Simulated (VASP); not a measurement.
# MgI₂: layer in an electric field

MgI₂, sheet, 3 atoms in the cell. PBE; PAW potentials I, Mg (PBE set).

Vacuum (Å): 10; k-point spacing in the plane (1/Å): 0.25; Starting cell: layer relaxed first with the same functional; Layers: 1; Field step (eV/Å): 0.1.

## Input

INCAR.step1:
```
SYSTEM = MgI2
PREC = Accurate
ENCUT = 260
EDIFF = 1E-7
ISMEAR = 0
SIGMA = 0.02
LREAL = .FALSE.
LASPH = .TRUE.
ALGO = Normal
NELM = 150
LWAVE = .FALSE.
LCHARG = .FALSE.
GGA = PE
KPAR = 4
LDIPOL = .TRUE.
IDIPOL = 3
DIPOL = 0.5 0.5 0.5
AMIN = 0.01
EFIELD = -0.4
```

INCAR.step2, as INCAR.step1 but for:
```
- EFIELD = -0.4
+ EFIELD = -0.2
```

INCAR.step3 changes the same tag again: EFIELD = -0.1.

INCAR.step4, as INCAR.step3 but for:
```
- EFIELD = -0.1
```

INCAR.step5 to INCAR.step7 change the same tag again: EFIELD = 0.1, 0.2, 0.4.

KPOINTS:
```
Automatic mesh
0
Gamma
  12 7 1
  0 0 0
```

POSCAR:
```
MgI2
1.0
    4.2021690308      0.0000000000      0.0000000000
    6.3032535461      3.6391851317      0.0000000000
    0.0000000000      0.0000000000     13.3465053593
I Mg
2 1
Direct
    0.0000000000      0.0000000000      0.3746299024
    0.0000000002      0.3333333332      0.6253700976
    0.0000000001      0.6666666666      0.5000000000
```

Commands (each step's output is kept before the next begins):
```
cat potpaw_PBE.64/I/POTCAR potpaw_PBE.64/Mg/POTCAR > POTCAR
cp INCAR.step1 INCAR
mpirun -np 4 vasp_std > vasp.out
rm WAVECAR CHG
cp INCAR.step2 INCAR
mpirun -np 4 vasp_std > vasp.out
rm WAVECAR CHG
cp INCAR.step3 INCAR
mpirun -np 4 vasp_std > vasp.out
rm WAVECAR CHG
cp INCAR.step4 INCAR
mpirun -np 4 vasp_std > vasp.out
rm WAVECAR CHG
cp INCAR.step5 INCAR
mpirun -np 4 vasp_std > vasp.out
rm WAVECAR CHG
cp INCAR.step6 INCAR
mpirun -np 4 vasp_std > vasp.out
rm WAVECAR CHG
cp INCAR.step7 INCAR
mpirun -np 4 vasp_std > vasp.out
```

## Result

- Polarisability along the normal (Å³ per cell): 6.30
- 4 pi alpha over area (Å): 5.18

Field series:

| EFIELD (eV/Å) | dipole along z (e Å, as printed) | gap on the mesh (eV) |
|---|---|---|
| -0.400 | -0.1752 | 3.597 |
| -0.200 | -0.0875 | 3.630 |
| -0.100 | -0.0438 | 3.639 |
| 0.000 | -0.0000 | 3.642 |
| 0.100 | 0.0438 | 3.639 |
| 0.200 | 0.0875 | 3.630 |
| 0.400 | 0.1754 | 3.597 |

Limits: In strong fields electrons can gather in the vacuum; the last points may hold such a state.

VASP 6.6.1 took 97 s on 4 cores (Intel Xeon 6975P-C (Granite Rapids)), a shared host.
